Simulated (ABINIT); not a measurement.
Input of an ABINIT 10.8.3 (patched build) run:

File run.abi:

```
# Pseudopotentials
pp_dirpath "./"
pseudos "Ga.upf, P.upf"

# Structure
acell 3*1.0 Angstrom
rprim
     0.0000000000     2.7252500000     2.7252500000
     2.7252500000     0.0000000000     2.7252500000
     2.7252500000     2.7252500000     0.0000000000
ntypat 2
znucl 31 15
natom 2
typat 1 2
chkprim 0
chksymtnons 0
tolsym 1.0e-6
xred
            0.0            0.0            0.0
            3/4            3/4            3/4

# Plane-wave basis
ecut 40.0
ecutsm 0.5

# k points
kptopt 1
ngkpt 6 6 6
nshiftk 1
shiftk 0.0 0.0 0.0

# Exchange and correlation
ixc 11

# Bands and occupations
nband 26
occopt 3
tsmear 0.05 eV

# Spin
nspinor 2
nspden 1
so_psp 2*1

# SCF cycle
nstep 80
tolvrs 1.0e-12

# Output
iomode 3
prteig 0
prtebands 0
prtwf 0
prtden 0

# Relaxation
ionmov 2
optcell 2
ntime 50
tolmxf 2.0e-5
dilatmx 1.08
```

Potentials or basis: PseudoDojo NC FR PBE v0.4 standard.

Launch:

```bash
$ abinit run.abi > log 2>&1
```

Estimate the space group after relaxing (to 0.05 Å).

F-43m (No. 216).

Estimate the relaxed volume.

20.90 Å³/atom.

The path:
```tsv
step	energy change (eV)	largest force (eV/Å)	pressure (GPa)	volume (Å³)
1	0.0000	0.0000	2.67	40.48
2	-0.0048	0.0000	1.96	40.81
3	-0.0107	0.0000	0.08	41.76
4	-0.0107	0.0000	0.00	41.81
```

PBE usually gives volumes a little too large and moduli too small. Zero-point motion and thermal expansion aren't in these numbers.
